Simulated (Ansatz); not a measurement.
# La2O3 (P-3m1) in Ansatz: equation of state, part 2 of 2

Ansatz 0.2.0. Earlier steps stand in the parts before.

**6. Single point, PBE, 16.68 Å³/atom (volume scaled by 1.02)**

Input file input.yaml:

```yaml
crystal:
  lattice:
    - [3.9568102782, 0.0, 0.0]
    - [-1.9784051391, 3.4266982189, 0.0]
    - [0.0, 0.0, 6.152431213]
  atoms:
    - { symbol: La, position: [0.3333333333, 0.6666666667, 0.24623568] }
    - { symbol: La, position: [0.6666666667, 0.3333333333, 0.75376432] }
    - { symbol: O, position: [0.0, 0.0, 0.0] }
    - { symbol: O, position: [0.3333333333, 0.6666666667, 0.64589065] }
    - { symbol: O, position: [0.6666666667, 0.3333333333, 0.35410935] }
hamiltonian:
  xc: pbe
  pseudopotentials: { kind: paw }
kpoints:
  mp_grid: { grid: [8, 8, 5] }
scf:
  occupations: { method: fermi_dirac, width: 0.05 }
output:
  forces: true
  stress: true
  eigenvalues: true
  write_density: true
  write_potential: true
  elf: true
  volumetric_format: npy
```

Potentials or basis: Ansatz PAW.

On the command line:

```
$ ansatz run input.yaml --threads 2 --pin off --max-ram 5120MiB --backend cpu --events-out ev --progress --plain --runs-dir out
```

Output:

```text
Warning: RAYON_NUM_THREADS=2 ignored (pool sized by the plan → 2); use --threads N
Engine: ansatz 0.2.0, x86_64-unknown-linux-gnu
Pseudopotentials: kind: paw
Pseudopotential: La, paw, valence charge 11, recommended cutoff 420 eV (normal), La.paw.azcp
Pseudopotential: O, paw, valence charge 6, recommended cutoff 420 eV (normal), O.paw.azcp
Functional definition: PBE
  parameter kappa = 0.804
  parameter beta = 0.06672455060314922
  exchange = pbe_x(kappa = kappa, mu = beta*pi^2/3)
  correlation = pbe_c(beta = beta)
Crystal: 5 atoms, lattice volume = 83.420 Å³
Basis set: ecut = 420 eV, 1653 PW (Γ), exchange–correlation on 54×54×90 points (8 copies of the dense FFT grid, shifted against one another)
Bands: 25, of which v1, the nominal top of the filled ones, is band 20 counted from 1 (19 counted from 0)
Symmetry: 12 space group operations
Space group: P-3m1 (ITA 164), of the structure as read, at distance tolerance 4.4e-5 Å
k-points: 40 of 320
Non-local potential: La, projectors of the file, l = 0: 3, l = 1: 2, l = 2: 2, l = 3: 3
Non-local potential: O, projectors of the file, l = 0: 2, l = 1: 2, l = 2: 1
PAW form: soft (Blöchl's): semilocal exchange-correlation on the pseudo side does not see the compensation charge
PAW one-centre angular grid: La, 590 points (default); XC on 64 Gauss nodes
PAW one-centre angular grid: O, 110 points (default); XC on 64 Gauss nodes
Initial density: superposition of atomic densities (neutral atoms: chi_scale 0, normalization atom), corrected by the library's trained network
Initial wavefunctions: pseudopotential atomic-orbital guess
Functional: x = pbe(κ = 0.804, μ = 0.2195149727645171), c = pbe(β = 0.06672455060314922)
SCF iter   1: F=—  HF=-14212.064721 eV  |F-HF|=—  |Δ(HF+E_count)|=         —  Δρ=2.32e-3  dr2=4.65e-3  ethr=1.77e-3  ⟨swp⟩=5.5  Hψ=4668  notcnv=0
preconditioner: auto → Resta (q_TF=auto, 2.414 Å⁻¹)  ε∞=4.9  [insulator: Δε(μ)=3.873 eV  Ē_g=12.425 eV  σ=0.050 eV  W_gap=1.00  n_scr=22 (ndim 8)  ℏωp=24.4 eV  f_vac=0.024  D(μ)=0.00/eV (n_scr^D=0)  ε∞_Penn≈4.9]
SCF iter   2: F=—  HF=-14212.065408 eV  |F-HF|=—  |Δ(HF+E_count)|=   6.87e-4  Δρ=1.47e-3  dr2=1.05e-3  ethr=1.16e-5  ⟨swp⟩=2.2  Hψ=2188  notcnv=0  defer=7
SCF iter   3: F=—  HF=-14212.065841 eV  |F-HF|=—  |Δ(HF+E_count)|=   4.33e-4  Δρ=6.83e-4  dr2=4.08e-4  ethr=2.62e-6  ⟨swp⟩=2.0  Hψ=1618  notcnv=0  defer=7
SCF iter   4: F=—  HF=-14212.066028 eV  |F-HF|=—  |Δ(HF+E_count)|=   1.87e-4  Δρ=1.10e-4  dr2=9.19e-6  ethr=1.02e-6  ⟨swp⟩=2.4  Hψ=1542  notcnv=0  defer=7
SCF iter   5: F=—  HF=-14212.066008 eV  |F-HF|=—  |Δ(HF+E_count)|=   1.96e-5  Δρ=7.73e-5  dr2=4.74e-6  ethr=2.30e-8  ⟨swp⟩=2.0  Hψ=1684  notcnv=0  defer=7
SCF iter   6: F=—  HF=-14212.066008 eV  |F-HF|=—  |Δ(HF+E_count)|=   4.69e-7  Δρ=2.47e-5  dr2=4.05e-7  ethr=1.19e-8  ⟨swp⟩=2.0  Hψ=1455  notcnv=0  defer=7
SCF iter   7: F=-14212.066008 eV  HF=-14212.066008 eV  |F-HF|=3.93e-8  |Δ(HF+E_count)|=   1.16e-7  Δρ=5.77e-6  dr2=2.86e-8  ethr=2.50e-10  ⟨swp⟩=17.2  Hψ=8164  notcnv=0
SCF 1 converged in 7 iterations: F = -14212.066008 eV  dr2 = 2.86e-8
SCF converged after 7 iterations
Free energy (F): -14212.066008 eV
Harris-Foulkes:  -14212.066008 eV  (|F-HF|=3.93e-8)
Internal energy: -14212.066008 eV  (E = F + TS)
E sigma→0 (E₀):  -14212.066008 eV
Fermi energy:    11.372762 eV
--- Per-component energies (eV) ---
  E_band       = -17.330254
  E_kinetic    = 910.608739
  E_local      = -1555.210134  (includes V_loc(G=0)·N_el)
  E_nonlocal   = 336.434581
  E_hartree    = 553.675341
  E_xc         = -502.933266
  E_vxc        = -581.262512  (∫ρ·V_xc dr)
  E_paw        = -11307.735774  (= ΣΔE_a)
  E_vpaw       = -235.258213  (= ΣTr[D̂ρ^β])
  E_aug_tail   = 0.007218  (compensation charges beyond the density's cutoff)
  E_ewald      = -2646.912713
  E_smearing   = -0.000000  (= −TS)
  E_closure    = -0.000000  (closes the sum)
  Σ components = -14212.066008   (vs F -14212.066008, Δ=0.00e0)
--- Forces (eV/Å), atoms counted from 1 ---
  atom   1  La     0.00000000    -0.00000000     0.12899807
  atom   2  La    -0.00000000     0.00000000    -0.12899807
  atom   3  O     -0.00000000     0.00000000     0.00000000
  atom   4  O     -0.00000000     0.00000000     0.02878368
  atom   5  O      0.00000000    -0.00000000    -0.02878368
  max |Σ_I F_I| component: 3.70e-17 eV/Å
--- Stress (GPa, compression-positive) ---
       -1.006119       0.000000       0.000000
        0.000000      -1.006119      -0.000000
        0.000000      -0.000000      -0.125157
  P = ⅓ Tr σ = -0.7125 GPa (-7.125 kbar)
--- Band table (eV; the first three rows and the last of 40) ---
  k-point 0: bands = ["-20.4354", "-20.2127", "-7.4143", "-6.1947", "-5.7637", "-3.9003", "-3.9003", "-3.6816", "-3.6816", "-3.5979", "-2.8533", "7.1383", "7.1383", "7.3022", "7.3022", "7.4126", "7.8298", "9.0838", "9.0838", "9.3470", "13.6704", "13.9584", "13.9584", "14.4754", "14.6377"]
  k-point 1: bands = ["-20.4151", "-20.2344", "-7.3599", "-6.1944", "-5.8682", "-3.8818", "-3.8818", "-3.7008", "-3.7008", "-3.5216", "-2.8603", "6.9656", "6.9656", "7.1506", "7.4681", "7.4681", "8.1022", "9.1107", "9.1107", "9.1466", "13.7638", "13.9955", "13.9955", "14.5044", "14.5871"]
  k-point 2: bands = ["-20.3620", "-20.2897", "-7.2552", "-6.2248", "-6.0130", "-3.8375", "-3.8375", "-3.7461", "-3.7461", "-3.4051", "-2.8745", "6.8242", "6.8242", "6.9276", "7.5942", "7.5942", "8.3927", "8.7831", "9.1606", "9.1606", "13.9557", "14.0503", "14.0503", "14.3352", "14.6528"]
  k-point 39: bands = ["-20.1967", "-20.1865", "-7.8059", "-7.7147", "-6.1801", "-4.3889", "-4.0071", "-3.9316", "-3.5249", "-2.4861", "-2.3298", "7.0308", "7.4115", "7.7961", "8.0275", "8.2413", "8.8275", "8.9365", "9.2569", "9.2672", "13.6463", "14.0543", "14.2733", "14.3198", "14.5120"]
```

rho_z.tsv:

```text
# z_ang	rho[e/angstrom^3]
# format = ansatz-planar-average/11
# lattice	3.956810278	0.000000000	0.000000000
# lattice	-1.978405139	3.426698219	0.000000000
# lattice	0.000000000	0.000000000	6.152431213
# sites	5
# site	57	0.000000000	2.284465479	1.514948083
# site	57	1.978405139	1.142232740	4.637483130
# site	8	0.000000000	0.000000000	0.000000000
# site	8	0.000000000	2.284465479	3.973797795
# site	8	1.978405139	1.142232740	2.178633418
0.000000	5.572390e-1
0.136721	5.299844e-1
0.273441	4.586461e-1
0.410162	3.755854e-1
0.546883	3.213788e-1
0.683603	3.143240e-1
[... 37 lines left out ...]
5.878990	4.586461e-1
6.015711	5.299844e-1
```

v_z.tsv:

```text
# z_ang	v_es[eV]	v_tot[eV]
# format = ansatz-planar-average/11
# xc	pbe
# density_cutoff_ev	1680
# datasets	La=:simpson_from_first_knot:soft	O=:simpson_from_first_knot:soft
# lattice	3.956810278	0.000000000	0.000000000
# lattice	-1.978405139	3.426698219	0.000000000
# lattice	0.000000000	0.000000000	6.152431213
# sites	5
# site	57	0.000000000	2.284465479	1.514948083
# site	57	1.978405139	1.142232740	4.637483130
# site	8	0.000000000	0.000000000	0.000000000
# site	8	0.000000000	2.284465479	3.973797795
# site	8	1.978405139	1.142232740	2.178633418
0.000000	7.973472e0	-1.495392e0
0.136721	8.107438e0	-1.343964e0
0.273441	8.432303e0	-1.075869e0
0.410162	8.692966e0	-8.933041e-1
0.546883	8.667413e0	-9.512626e-1
0.683603	7.918380e0	-1.827772e0
[... 37 lines left out ...]
5.878990	8.432303e0	-1.075869e0
6.015711	8.107438e0	-1.343964e0
```

Run time: 4.8 s. Hardware: 2 threads of Intel Xeon Platinum 8259CL at 2.50GHz (Skylake/Cascade Lake), shared host; peak memory 0.53 GiB.

What came out:

```yaml
Free_energy: -14212.0660 eV
Pressure: -0.7 GPa
Largest_force: 0.129 eV/Å
Band_gap_on_the_k_mesh: 3.85 eV, indirect (least direct gap 4.06 eV)
```

Caveat: odd divisions of the mesh miss points on the zone boundary, where band edges often lie, so the gap on the mesh can be too wide; the pressure holds a Pulay correction of +0.4 GPa for the finite cutoff; spin-orbit coupling is left out, which moves the levels of the heavy elements.

**7. Single point, PBE, 17.01 Å³/atom (volume scaled by 1.04)**

input.yaml: that of step 6 with these lines changed.

```diff
@@ -2,5 +2,5 @@
   lattice:
-    - [3.9568102782, 0.0, 0.0]
-    - [-1.9784051391, 3.4266982189, 0.0]
-    - [0.0, 0.0, 6.152431213]
+    - [3.9825045714, 0.0, 0.0]
+    - [-1.9912522857, 3.4489501296, 0.0]
+    - [0.0, 0.0, 6.1923831845]
   atoms:
@@ -22,5 +22 @@
   eigenvalues: true
-  write_density: true
-  write_potential: true
-  elf: true
-  volumetric_format: npy
```

On the command line:

```
$ ansatz run input.yaml --threads 2 --pin off --max-ram 5120MiB --backend cpu --events-out ev --progress --plain --runs-dir out
```

Wall time 3.9 s (2 threads of Intel Xeon Platinum 8259CL at 2.50GHz (Skylake/Cascade Lake), shared host); peak memory 0.53 GiB.

It converged, with:

```yaml
Free_energy: -14212.0464 eV
Pressure: -3.1 GPa
Largest_force: 0.264 eV/Å
Band_gap_on_the_k_mesh: 3.82 eV, indirect (least direct gap 4.04 eV)
```

Caveat: odd divisions of the mesh miss points on the zone boundary, where band edges often lie, so the gap on the mesh can be too wide; the pressure holds a Pulay correction of +0.4 GPa for the finite cutoff; spin-orbit coupling is left out, which moves the levels of the heavy elements.

**8. Single point, PBE, 17.34 Å³/atom (volume scaled by 1.06)**

input.yaml: that of step 7 with these lines changed.

```diff
@@ -2,5 +2,5 @@
   lattice:
-    - [3.9825045714, 0.0, 0.0]
-    - [-1.9912522857, 3.4489501296, 0.0]
-    - [0.0, 0.0, 6.1923831845]
+    - [4.0078715265, 0.0, 0.0]
+    - [-2.0039357633, 3.4709185571, 0.0]
+    - [0.0, 0.0, 6.231826179]
   atoms:
@@ -22 +22,5 @@
   eigenvalues: true
+  write_density: true
+  write_potential: true
+  elf: true
+  volumetric_format: npy
```

On the command line:

```
$ ansatz run input.yaml --threads 2 --pin off --max-ram 5120MiB --backend cpu --events-out ev --progress --plain --runs-dir out
```

Wall time 4.9 s (2 threads of Intel Xeon Platinum 8259CL at 2.50GHz (Skylake/Cascade Lake), shared host); peak memory 0.53 GiB.

Results (log left out):

| Item | Value |
| --- | --- |
| Free energy | -14212.0042 eV |
| Pressure | -5.2 GPa |
| Largest force | 0.389 eV/Å |
| Band gap on the k mesh | 3.78 eV, indirect (least direct gap 3.99 eV) |

Caveat: odd divisions of the mesh miss points on the zone boundary, where band edges often lie, so the gap on the mesh can be too wide; the pressure holds a Pulay correction of +0.4 GPa for the finite cutoff; spin-orbit coupling is left out, which moves the levels of the heavy elements.

**9. Equation of state, PBE**

Potentials or basis: Ansatz PAW.

No new run: the results of the series are fitted here.

What came out:

```
Equilibrium volume                        : 16.59 Å³/atom
Bulk modulus at fixed shape and positions : 129 GPa
Pressure derivative of the bulk modulus   : 4.2
```

Energy against volume, from the lowest point:
```tsv
volume (Å³/atom)	energy (meV/atom)
15.375	40.91
15.703	20.98
16.030	7.97
16.357	1.18
16.684	0.00
17.011	3.92
17.338	12.36
```

Caveat: the cell was scaled at fixed shape and fractional positions, which overstates the stiffness of a crystal with free parameters, most of all of layers and chains. Spin-orbit coupling is left out, which matters for the levels of La.
